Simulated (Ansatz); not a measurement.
**Elastic constants of BN at 7 GPa (stress–strain coefficients): input and output**

Level of theory: Ansatz 0.2.0, DFT PBE, scalar-relativistic, plane waves, PAW.

Launched with:
```bash
ansatz run input.yaml --threads 1 --pin off --max-ram 3072MiB --backend cpu --events-out ev --progress --plain --runs-dir out
```

Input (bare energies are in eV):
```yaml
crystal:
  lattice:
    - [0.0, 1.8013883605, 1.8013883605]
    - [1.8013883605, 0.0, 1.8013883605]
    - [1.8013883605, 1.8013883605, 0.0]
  atoms:
    - { symbol: B, position: [0.0, 0.0, 0.0] }
    - { symbol: "N", position: [0.75, 0.75, 0.75] }
basis:
  ecutwfc: 420
kpoints:
  mp_grid: { grid: [12, 12, 12] }
hamiltonian:
  xc: pbe
scf:
  occupations: { method: fixed }
output:
  forces: true
  stress: true
  eigenvalues: true
  polarization: {}
elastic:
  mode: relaxed_ion
  stencil: two_point
```

From the output:
```
--- Elastic constants: 2 strain directions × 2 members + reference (group order 24) ---
  dense FFT box of the reference and of every strained cell: 18×18×18
  strains applied: 11, 23; error gains: componentwise 1.00 (the most a stress slope's error grows in a printed constant), spectral 1.73 (1 for all six strains in a standard setting)
  C = ∂σ_k/∂η_j (tension-positive GPa; Voigt order 11 22 33 23 13 12):
       809.726    189.337    189.337      0.000      0.000     -0.000
       189.337    809.726    189.337      0.000      0.000     -0.000
       189.337    189.337    809.726      0.000      0.000     -0.000
         0.000      0.000      0.000    460.821      0.000     -0.000
        -0.000     -0.000     -0.000     -0.000    460.821      0.000
         0.000     -0.000      0.000      0.000      0.000    460.821
  reference stress σ⁰ (GPa):     -6.984     -6.984     -6.984     -0.000      0.000      0.000
  C* (energy form; C + prestress term) asymmetry max|C*_kj − C*_jk| = 1.137e-13 GPa — a small one proves nothing (zero by symmetry where the batch's group is 432, −43m or m−3m); a large one is finite-difference/SCF noise where every solve ...
  moduli (Voigt/Reuss/Hill, GPa): K = 396.13/396.13/396.13   G = 400.57/385.87/393.22   E = 886.38   ν = 0.127
  mechanically stable: yes (min eigenvalue of sym C = 460.82 GPa)
  e, the proper piezoelectric tensor (elastic.mode: relaxed_ion; C/m²; rows x y z; Voigt order 11 22 33 23 13 12):
       0.00000   -0.00000   -0.00000    0.80270    0.00000    0.00000
       0.00000    0.00000   -0.00000   -0.00000    0.80270   -0.00000
       0.00000   -0.00000   -0.00000   -0.00000   -0.00000    0.80270
  ±, each entry's uncertainty from the finite density of the strings (C/m²), an estimate: the size of the correction for it that the entry includes:
       0.00000    0.00000    0.00000    0.00301    0.00000    0.00000
       0.00000    0.00000    0.00000    0.00000    0.00301    0.00000
       0.00000    0.00000    0.00000    0.00000    0.00000    0.00301
  the group's symmetry takes up to 6.1e-9 C/m² out of the measured responses: error of the strings' finite density and of the mesh across them, as far as it breaks the symmetry (raise kpoints.mp_grid and any string_points); the largest step ...
  strain η (Voigt 11):  stress-route row diagonal C_11 = 809.73 GPa, energy-path curvature d²(F+E_count+ΔE)/dδ²/Ω₀ = 811.43 GPa
         δ    σ_11 (GPa) F (eV) n_scf n_hpsi n_pw
    -2.000e-3      -8.6076        -542.2700677       7   26169    259   relax 0 steps, max|allowed force component| 1.12e-16 eV/Å
     2.000e-3      -5.3686        -542.2721951       7   26158    259   relax 0 steps, max|allowed force component| 1.12e-16 eV/Å
  strain η (Voigt 23):  stress-route row diagonal C_44 = 460.82 GPa, energy-path curvature d²(F+E_count+ΔE)/dδ²/Ω₀ = 467.54 GPa
         δ    σ_23 (GPa) F (eV) n_scf n_hpsi n_pw
    -2.000e-3      -0.9216        -542.2711888       6   34367    259   relax 3 steps, max|allowed force component| 6.71e-7 eV/Å
     2.000e-3       0.9216        -542.2711888       6   34425    259   relax 3 steps, max|allowed force component| 6.63e-7 eV/Å
--- Formal polarisation (Berry phase): one branch of a lattice of values; only differences between neighbouring runs are physical ---
  axis mesh electronic ionic p = total spread (rad) least overlap resolved gap  δp at fixed H ≤   (phases in cycles; p mod 1; gap in eV; gap and δp judge the states as solved, not the mesh's step, its ...
  b1    12×12×12       -0.00000000     3.75000000     3.75000000      0.099256         0.9458        8.8797           4.8e-7
  b2    12×12×12       -0.00000000     3.75000000     3.75000000      0.099256         0.9458        8.8797           4.8e-7
  b3    12×12×12        0.00000000     3.75000000     3.75000000      0.099256         0.9458        8.8797           4.8e-7
  quantum along a1:   0.21790656 e/Å² =   349.124793 µC/cm²
  quantum along a2:   0.21790656 e/Å² =   349.124793 µC/cm²
  quantum along a3:   0.21790656 e/Å² =   349.124793 µC/cm²
  P = (  1.15562403,   1.15562403,   1.15562403) e/Å² = ( 1851.513815,  1851.513815,  1851.513815) µC/cm²  (mod the quanta)
```

Time: 40 s on 1 thread of Intel(R) Xeon(R) Platinum 8259CL CPU @ 2.50GHz (Skylake/Cascade Lake), with other jobs on the host, peak memory 0.4 GiB.